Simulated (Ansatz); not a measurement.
Input and command of a calculation in Ansatz (plane waves; scalar-relativistic PAW potentials unless the input names others):

```yaml
crystal:
  lattice:
    - [1.2538424667, -3.3394821656, 0.0]
    - [2.5076849335, 0.0, 0.0]
    - [1.4628162112, -1.6697410828, 8.6753276438]
  atoms:
    - { symbol: B, position: [-0.4166767184, -0.277784479, 0.8333534369] }
    - { symbol: B, position: [-0.0416767184, 0.472215521, 0.0833534369] }
    - { symbol: B, position: [-0.1666767184, -0.1111178123, 0.3333534369] }
    - { symbol: B, position: [-0.2916767184, 0.3055488544, 0.5833534369] }
    - { symbol: "N", position: [-0.083298279, -0.055532186, 0.1665965581] }
    - { symbol: "N", position: [-0.208298279, 0.3611344806, 0.4165965581] }
    - { symbol: "N", position: [-0.333298279, -0.2221988527, 0.6665965581] }
    - { symbol: "N", position: [-0.458298279, 0.194467814, 0.9165965581] }
basis:
  ecutwfc: 420
kpoints:
  mp_grid: { grid: [10, 14, 4] }
hamiltonian:
  xc: pbe
  dispersion: d3bj
scf:
  occupations: { method: tetrahedron }
  n_extra_bands: 4
output:
  forces: true
  eigenvalues: true
  stress: true
```

```bash
ansatz run input.yaml --threads 2 --pin off --max-ram 5120MiB --backend cpu --events-out ev --progress --plain --runs-dir out
```

Abridged log:
```
Warning: output.forces, output.stress, relax.cell or npt_langevin: where a Kohn–Sham band that disperses or a degenerate level is filled in part under the method tetrahedron, the forces or the stress that this run publishes need not agree with its energy (scf.occupations.method in the input reference, under Limitations); prefer a smearing scheme for the forces or the stress
Basis set: ecut = 420 eV, 1401 PW (Γ), exchange–correlation on 48×36×120 points (8 copies of the dense FFT grid, shifted against one another)
Bands: 20, of which v1, the nominal top of the filled ones, is band 16 counted from 1 (15 counted from 0)
Symmetry: 1 space group operations
k-points: 284 of 560 (time reversal used)
SCF iter   1: F=—  HF=-2167.416883 eV  |F-HF|=—  |Δ(HF+E_count)|=         —  Δρ=4.60e-3  dr2=1.74e-2  ethr=1.77e-3  ⟨swp⟩=7.4  Hψ=32610  notcnv=0
SCF iter   2: F=—  HF=-2167.418763 eV  |F-HF|=—  |Δ(HF+E_count)|=   1.88e-3  Δρ=2.85e-3  dr2=1.09e-2  ethr=5.43e-5  ⟨swp⟩=3.0  Hψ=14488  notcnv=0
SCF iter   3: F=—  HF=-2167.417135 eV  |F-HF|=—  |Δ(HF+E_count)|=   1.63e-3  Δρ=1.60e-3  dr2=1.49e-3  ethr=3.40e-5  ⟨swp⟩=2.8  Hψ=10218  notcnv=0
SCF iter   4: F=—  HF=-2167.417741 eV  |F-HF|=—  |Δ(HF+E_count)|=   6.07e-4  Δρ=6.95e-4  dr2=4.46e-4  ethr=4.64e-6  ⟨swp⟩=2.8  Hψ=9622  notcnv=0
SCF iter   5: F=—  HF=-2167.417825 eV  |F-HF|=—  |Δ(HF+E_count)|=   8.31e-5  Δρ=1.89e-4  dr2=1.91e-5  ethr=1.39e-6  ⟨swp⟩=2.9  Hψ=9846  notcnv=0
SCF iter   6: F=—  HF=-2167.417946 eV  |F-HF|=—  |Δ(HF+E_count)|=   1.21e-4  Δρ=9.36e-5  dr2=2.98e-6  ethr=5.96e-8  ⟨swp⟩=3.1  Hψ=10394  notcnv=0
SCF iter   7: F=—  HF=-2167.417951 eV  |F-HF|=—  |Δ(HF+E_count)|=   4.66e-6  Δρ=2.55e-5  dr2=2.43e-7  ethr=9.32e-9  ⟨swp⟩=2.5  Hψ=10548  notcnv=0
SCF iter   8: F=-2167.417951 eV  HF=-2167.417951 eV  |F-HF|=1.46e-8  |Δ(HF+E_count)|=   3.54e-7  Δρ=7.13e-6  dr2=2.08e-8  ethr=3.13e-10  ⟨swp⟩=4.1  Hψ=20442  notcnv=0
SCF 1 converged in 8 iterations: F = -2167.417951 eV  dr2 = 2.08e-8
SCF converged after 8 iterations
Stability not checked: this state was not tested for a lower state beside it, because cold or Methfessel-Paxton smearing, or corrected tetrahedra, fill the levels in a way that the test cannot read (fill_not_monotonic; see scf.lower_state_search)
Free energy (F): -2167.417951 eV
Harris-Foulkes:  -2167.417951 eV  (|F-HF|=1.46e-8)
Internal energy: -2167.417951 eV  (E = F + TS)
E sigma→0 (E₀):  -2167.417951 eV
Fermi energy:    5.181299 eV
  E_disp       = -1.191832  (pairwise vdW)
--- Forces (eV/Å), atoms counted from 1 ---
  atom   1  B      0.03849538     0.17400618     0.43505681
  atom   2  B      0.10583715    -1.72642003     0.20119342
  atom   3  B      0.01064658     0.04205397     0.60986039
  atom   4  B      0.00237314    -0.02627017     0.38999642
  atom   5  N      0.07501613     0.08246910    -1.44499075
  atom   6  N      0.00271443     0.00628472    -0.50874575
  atom   7  N     -0.01610182    -0.12099020    -0.66516264
  atom   8  N     -0.21896907     1.56885329     0.98281466
--- Stress (GPa, compression-positive) ---
       -3.067789      -4.729812       0.847264
       -4.729815      -9.257268      -4.490800
        0.847264      -4.490798      -2.125645
  P = ⅓ Tr σ = -4.8169 GPa (-48.169 kbar)
```

Apart from outputs, the input differs from a reference run on usual settings in scf.occupations.width: 0.05 → not typed; scf.occupations.method: "gaussian" → "tetrahedron"; kpoints.mp_grid.grid: [7, 9, 3] → [10, 14, 4]; scf.n_extra_bands: not typed → 4. The reference, at the same geometry (not necessarily relaxed), gave pressure -4.81 GPa, largest force 1.864 eV/Å, gap on the mesh 2.10 eV. This run converged in 8 SCF iterations (reference: 6) with an energy at zero smearing 0.01 meV/atom above the reference's, pressure -4.82 GPa, largest force 1.864 eV/Å, gap on the mesh 2.00 eV.

Time: 8.9 s on 2 threads of Intel(R) Xeon(R) 6975P-C (Granite Rapids) (shared host), peak memory 0.59 GiB.